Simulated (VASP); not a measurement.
## VASP 6.6.1 run: GaAs

INCAR

```
ISMEAR = -1
ENCUT = 520
NSW = 0
LMAXMIX = 6
ISIF = 2
LWAVE = .FALSE.
NBANDS = 21
NELM = 120
GGA = PE
IBRION = -1
LREAL = .FALSE.
LASPH = .TRUE.
SIGMA = 0.02
EDIFF = 1E-7
LCHARG = .FALSE.
PREC = Accurate
```

KPOINTS

```
KPOINTS created by Atomic Simulation Environment
0
Monkhorst-Pack
8 8 8
0 0 0
```

POSCAR

```
Ga As
 1.0000000000000000
     0.0000000000000000    2.7197616916000000    2.9278579822999999
     2.7197616916000000    0.0000000000000000    2.9278579822999999
     2.7197616916000000    2.7197616916000000    0.0000000000000000
 Ga  As
   1   1
Cartesian
  0.0000000000000000  0.0000000000000000  0.0000000000000000
  1.3598808458000000  1.3598808458000000  1.4639289911500000
```

The recommended PBE PAW datasets give the neutral cell 18 valence electrons.

Command

```
mpirun -np 1 vasp_std
```

Problem. How does this run end, and what does it give?

Solution. It converged. Results: gap between bands v and c on the k mesh 0.95 eV; least direct gap on the k mesh 1.28 eV; pressure 6.9 GPa. Band v is the last that the valence electrons fill when counted band by band, and c is the next.

OSZICAR

```
N       E                     dE             d eps       ncg     rms          rms(c)
DAV:   1     0.108598751697E+03    0.10860E+03   -0.82566E+03  6768   0.121E+03
DAV:   2     0.308484657772E+01   -0.10551E+03   -0.97337E+02  6484   0.325E+02
DAV:   3    -0.810964728704E+01   -0.11194E+02   -0.11088E+02  7161   0.683E+01
DAV:   4    -0.832811388231E+01   -0.21847E+00   -0.21835E+00  7187   0.999E+00
DAV:   5    -0.833021097734E+01   -0.20971E-02   -0.20970E-02  6974   0.985E-01    0.304E+00
DAV:   6    -0.818105596046E+01    0.14916E+00   -0.15670E-01  9222   0.632E+00    0.184E+00
DAV:   7    -0.815877679639E+01    0.22279E-01   -0.58114E-02  7325   0.152E+00    0.574E-01
DAV:   8    -0.815941333123E+01   -0.63653E-03   -0.94515E-03  7065   0.862E-01    0.127E-01
DAV:   9    -0.815979664164E+01   -0.38331E-03   -0.84693E-04  7061   0.257E-01    0.505E-02
DAV:  10    -0.815985598581E+01   -0.59344E-04   -0.61252E-05  7533   0.710E-02    0.274E-02
DAV:  11    -0.815990062358E+01   -0.44638E-04   -0.52847E-05  6643   0.456E-02    0.247E-03
DAV:  12    -0.815990088371E+01   -0.26013E-06   -0.10411E-06  7346   0.116E-02    0.167E-03
DAV:  13    -0.815990101983E+01   -0.13612E-06   -0.37432E-07  6833   0.314E-03    0.734E-04
DAV:  14    -0.815990102617E+01   -0.63451E-08   -0.46646E-09  4721   0.523E-04
   1 F= -.81599010E+01 E0= -.81599010E+01  d E =-.193000E-11
```

The shifted mesh misses Γ, so a band edge there is missed.

For comparison, a separate PBE run of the intended cell, on usual settings and not on those above, gives a gap of 0.63 eV on its mesh and a pressure of 6.9 GPa.
